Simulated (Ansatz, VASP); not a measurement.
Two plane-wave programs on CaO

INCAR

```
ALGO = Normal
EDIFF = 1E-7
ENCUT = 520
GGA = CA
ISIF = 2
ISMEAR = 0
LASPH = T
LCHARG = F
LREAL = F
LWAVE = F
NBANDS = 24
NELM = 100
PREC = Accurate
SIGMA = 0.05
```

The input KPOINTS:

```
k-points
0
Gamma
  9 9 6
```

The input POSCAR:

```
CaO
1.0
    3.9320961871      0.0000000000      0.0000000000
   -1.9660480935      3.4571524753      0.0000000000
    0.0000000000      0.0000000000      4.7848400100
Ca O
2 2
Direct
    0.3333333333      0.6666666667      0.7500000000
    0.6666666667      0.3333333333      0.2500000000
    0.3333333333      0.6666666667      0.2500000000
    0.6666666667      0.3333333333      0.7500000000
```

Input for Ansatz:

```yaml
crystal:
  lattice:
    - [3.9320961871, 0.0, 0.0]
    - [-1.9660480935, 3.4571524753, 0.0]
    - [0.0, 0.0, 4.78484001]
  atoms:
    - { symbol: Ca, position: [0.3333333333, 0.6666666667, 0.75] }
    - { symbol: Ca, position: [0.6666666667, 0.3333333333, 0.25] }
    - { symbol: O, position: [0.3333333333, 0.6666666667, 0.25] }
    - { symbol: O, position: [0.6666666667, 0.3333333333, 0.75] }
basis:
  ecutwfc: 420
kpoints:
  mp_grid: { grid: [9, 9, 6] }
hamiltonian:
  xc: lda
scf:
  occupations: { method: gaussian, width: 0.05 }
output:
  forces: true
  stress: true
  eigenvalues: true
```

Change from the starting cell: strain -0.0150 x Voigt [1, 0, 0, 0, 0, 0], atoms carried along.

Alike in both runs: task single point; functional LDA; k mesh 9 × 9 × 6; occupations gaussian, width 0.05 eV; no spin polarisation.

```csv
,VASP,Ansatz
version,VASP 6.6.1,Ansatz 0.2.0
potentials or method,"VASP PAW LDA potentials, release 64 (Ca_sv, O)","scalar-relativistic, plane waves, PAW"
plane-wave cutoff (eV),520,420
valence electrons in the cell,32,32
```

```csv
,VASP,Ansatz,Ansatz less VASP
gap on the k mesh at the Fermi level (eV),3.07,3.08,+0.007
least direct gap on the mesh (eV),3.07,3.08,+0.007
pressure (GPa),-3.9,-4.6,-0.67
largest component of the traceless stress (GPa),1.16,1.14,-0.018
rms of the force components (eV/Å),0.046,0.043,-0.0030
```

Atom by atom the forces differ by 0.003 eV/Å (rms over components).

Caveats: an odd mesh through Γ misses points on the zone boundary, where band edges often lie.
